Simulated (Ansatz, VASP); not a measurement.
Two plane-wave programs on CaO

File INCAR:

```
PREC     = Accurate       # precision mode
ENCUT    = 520            # plane-wave cutoff, eV
EDIFF    = 1E-7           # SCF threshold, eV
ISMEAR   = -1             # smearing method
SIGMA    = 0.05           # smearing width, eV
LREAL    = F              # projectors in reciprocal space
LASPH    = T              # aspherical terms in the spheres
NELM     = 100            # most SCF steps
ALGO     = Normal         # electronic algorithm
ISIF     = 2              # what is computed and relaxed
LWAVE    = F              # write WAVECAR
LCHARG   = T              # write CHGCAR
GGA      = PE             # functional
LELF     = T              # ELF
LVHAR    = T            
NBANDS   = 24             # bands
```

Contents of KPOINTS:

```
regular mesh
0
Gamma
  8 8 6
```

File POSCAR:

```
CaO
1.0
    3.9919758245      0.0000000000      0.0000000000
   -1.9959879122      3.4571524753      0.0000000000
    0.0000000000      0.0000000000      4.7848400100
Ca O
2 2
Direct
    0.6582760000      0.3167240000      0.2434700000
    0.3220450000      0.6499770000      0.7512440000
    0.6608630000      0.3316000000      0.7451210000
    0.3415140000      0.6708900000      0.2594320000
```

Contents of input.yaml:

```yaml
crystal:
  lattice:
    - [3.9919758245, 0.0, 0.0]
    - [-1.9959879122, 3.4571524753, 0.0]
    - [0.0, 0.0, 4.78484001]
  atoms:
    - { symbol: Ca, position: [0.658276, 0.316724, 0.24347] }
    - { symbol: Ca, position: [0.322045, 0.649977, 0.751244] }
    - { symbol: O, position: [0.660863, 0.3316, 0.745121] }
    - { symbol: O, position: [0.341514, 0.67089, 0.259432] }
hamiltonian:
  xc: pbe
  pseudopotentials: { kind: paw }
kpoints:
  mp_grid: { grid: [8, 8, 6] }
scf:
  occupations: { method: fermi_dirac, width: 0.05 }
output:
  forces: true
  stress: true
  eigenvalues: true
```

Change from the starting cell: atoms moved at random, drawn with an rms of 0.05 Å.

Alike in both runs: task single point; functional PBE; k mesh 8 × 8 × 6; occupations fermi-dirac, width 0.05 eV; no spin polarisation.

|  | VASP | Ansatz |
| --- | --- | --- |
| version | VASP 6.6.1 | Ansatz 0.2.0 |
| potentials or method | VASP PAW PBE potentials, release 64 (Ca_sv, O) | Ansatz PAW |
| plane-wave cutoff (eV) | 520 | 420 |
| valence electrons in the cell | 32 | 32 |

```tsv
	VASP	Ansatz	Ansatz less VASP
gap on the k mesh at the Fermi level (eV)	3.16	3.18	+0.015
least direct gap on the mesh (eV)	3.16	3.18	+0.015
pressure (GPa)	1.7	1.2	-0.51
largest component of the traceless stress (GPa)	0.34	0.32	-0.023
rms of the force components (eV/Å)	0.277	0.272	-0.0057
```

Atom by atom the forces differ by 0.008 eV/Å (rms over components). With one functional, cell and mesh, what is left measures potentials, basis and numerics.

Caveats: the pressure holds a Pulay correction of +0.4 GPa for the finite cutoff (Ansatz). A k mesh can miss the band edges.
